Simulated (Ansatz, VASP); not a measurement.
Given: the input of a run of VASP 6.6.1 on Pb (Lead). 

Contents of INCAR:

```
SYSTEM = Pb
PREC = Accurate ; ENCUT = 520
EDIFF = 1E-6 ; ISMEAR = 0
SIGMA = 0.026000000000000002 ; LREAL = .FALSE.
LASPH = .TRUE. ; NELM = 80
ALGO = Normal ; ISIF = 2
LWAVE = .FALSE. ; LCHARG = .FALSE.
GGA = PE ; NBANDS = 13
```

The input KPOINTS:

```
regular mesh
0
G
  9 9 9
  0 0 0
```

File POSCAR:

```
Pb
1.0
    0.0000000000      2.4750200000      2.4750200000
    2.4750200000      0.0000000000      2.4750200000
    2.4750200000      2.4750200000      0.0000000000
Pb
1
Direct
    0.0000000000      0.0000000000      0.0000000000
```

Potentials or basis: VASP PAW PBE potentials, release 64 (Pb_d).

Launch:

```sh
$ cat potpaw_PBE.64/Pb_d/POTCAR > POTCAR
$ mpirun -np 1 vasp_std > vasp.out
```

Question: Translate it to Ansatz 0.2.0. Potentials or basis there: all-electron LAPW, scalar-relativistic.

Answer: As run (cutoffs and basis follow the program's own potentials, and thresholds, step limits or extra output files can differ):

input.yaml

```yaml
crystal:
  lattice:
    - [0.0, 2.47502, 2.47502]
    - [2.47502, 0.0, 2.47502]
    - [2.47502, 2.47502, 0.0]
  atoms:
    - { symbol: Pb, position: [0.0, 0.0, 0.0] }
kpoints:
  mp_grid: { grid: [9, 9, 9] }
scf:
  occupations: { method: gaussian, width: 0.026 }
hamiltonian:
  xc: pbe
  pseudopotentials: { kind: all_electron, lapw: { basis_error: 0.001 } }
output:
  forces: true
  stress: true
  eigenvalues: true
```

Potentials or basis: all-electron LAPW, scalar-relativistic.

Command:

```console
$ ansatz run input.yaml --threads 1 --pin off --max-ram 3072MiB --backend cpu --events-out ev --progress --plain --runs-dir out
```

Both were run:

|  | VASP | Ansatz |
| --- | --- | --- |
| Pressure | 2.2 GPa | 2.3 GPa |

Where Ansatz's input types no cutoff or centring, it takes its own default and a Γ-centred mesh.

Pressure is positive in compression.
